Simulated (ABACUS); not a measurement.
TiB2 under changes of volume

One of the cells (8.552 Å³/atom); the others are scaled copies at fixed shape and fractional positions:

```
CELL_PARAMETERS angstrom
3.02920 0.00000 0.00000
-1.51460 2.62336 0.00000
0.00000 0.00000 3.22840
ATOMIC_POSITIONS crystal
Ti 0.00000 0.00000 0.00000
B 0.66667 0.33333 0.50000
B 0.33333 0.66667 0.50000
```

| Quantity | Value |
| --- | --- |
| Program | ABACUS 3.10.1 |
| Functional | PBE |
| Potentials or basis | PseudoDojo NC SR 0.4.1 PBE standard |
| Cutoff | 1361 eV |
| Density cutoff | 5442 eV |
| Basis | TZDP LCAO (the cutoffs set its grid) |
| k mesh | 10 × 10 × 8 |
| Occupations | fermi-dirac, width 0.05 eV |
| Spin | no spin polarisation |

| volume (Å³/atom) | energy over the lowest point (meV/atom) | pressure (GPa) |
| --- | --- | --- |
| 8.039 | ? | ? |
| 8.210 | 12.87 | 11.9 |
| 8.381 | 3.44 | 5.9 |
| 8.552 | 0.00 | 0.6 |
| 8.723 | 2.09 | -4.3 |
| 8.894 | 9.12 | -8.8 |
| 9.065 | 20.67 | -12.8 |

Task: What does the run at 8.039 Å³/atom give?

Result: Energy over the lowest point 28.98 meV/atom; pressure 18.4 GPa.

Worked out: A Birch-Murnaghan fit of order 3 (a polynomial in V^(-2/3)) to the other rows has its minimum at 8.57 Å³/atom with B0 = V·E''(V) = 254 GPa and B' = 3.9 at fixed shape and positions, which overstates the stiffness. It gives 28.97 meV/atom at 8.039 Å³/atom, against the run's 28.98, and -dE/dV = 18.4 GPa, against 18.4.

Energies are extrapolated to zero smearing.

Caveats: the atomic orbitals were generated for these runs and aren't a published set; the basis of atomic orbitals isn't converged, which shifts pressures, moduli and gaps.
